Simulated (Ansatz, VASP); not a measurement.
# One calculation of Re, two programs

```xyz
1
Lattice="0.0000 1.9347 1.9347 1.9347 0.0000 1.9347 1.9347 1.9347 0.0000" Properties=species:S:1:pos:R:3 pbc="T T T"
Re    0.0000    0.0000    0.0000
```

This isn't the form of Re at room conditions, which is hcp.

Alike in both runs: task single point; functional PBE; k mesh 14 × 14 × 14; occupations gaussian, width 0.05 eV; no spin polarisation.

```csv
,VASP,Ansatz
version,VASP 6.6.1,Ansatz 0.2.0
potentials or method,"VASP PAW PBE potentials, release 64 (Re)","scalar-relativistic, plane waves, PAW"
plane-wave cutoff (eV),520,420
valence electrons in the cell,7,15
```

|  | VASP | Ansatz | Ansatz less VASP |
| --- | --- | --- | --- |
| gap on the k mesh at the Fermi level (eV) | none | none | - |
| pressure (GPa) | 13.2 | 13.5 | +0.32 |

A gap of «none» marks a metal or a gap that the smearing closes. The functional is the same, so the differences come from potentials, cutoffs and numerics. The two sets of potentials don't hold the same shells in valence.

The runs have no spin-orbit coupling, so splittings on Re are missing.
